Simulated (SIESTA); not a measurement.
**AlAu under changes of volume**

One of the cells (16.755 Å³/atom); the others are scaled copies at fixed shape and fractional positions:

```xyz
2
Lattice="3.2239 0.0000 0.0000 0.0000 3.2239 0.0000 0.0000 0.0000 3.2239" Properties=species:S:1:pos:R:3 pbc="T T T"
Au    1.6120    1.6120    1.6120
Al    0.0000    0.0000    0.0000
```

The cell comes from a database or a generator and needn't be the stable form of this composition.

- Program: SIESTA 5.4.2
- Functional: LDA
- Potentials or basis: PseudoDojo 0.4 standard (LDA files)
- Basis: DZP (energy shift 0.003 Ry; two zetas on semicore shells)
- Grid cutoff: 800 Ry
- Energy shift: 0.003 Ry
- k mesh: 8 × 8 × 8
- Occupations: fermi-dirac, width 0.05 eV
- Spin: no spin polarisation

```csv
volume (Å³/atom),energy over the lowest point (meV/atom),pressure (GPa)
15.749,0.00,-1.5
16.084,?,?
16.419,16.51,-6.1
16.755,31.32,-7.9
17.090,49.54,-9.3
17.425,70.51,-10.6
17.760,93.66,-11.6
```

**Question.** What does the run at 16.084 Å³/atom give?

**Answer.** Energy over the lowest point 5.87 meV/atom; pressure -4.0 GPa.

Worked out: A Birch-Murnaghan fit of order 3 (a polynomial in V^(-2/3)) to the other rows has its minimum at 15.59 Å³/atom, just outside them, with B0 = V·E''(V) = 143 GPa and B' = 7.1. It gives 5.78 meV/atom at 16.084 Å³/atom, against the run's 5.87, and -dE/dV = -4.0 GPa, against -4.0.

Energies are extrapolated to zero smearing.

Caveats: short orbitals over semicore shells can move pressures by several GPa; the basis of atomic orbitals isn't converged, which shifts pressures, moduli and gaps.
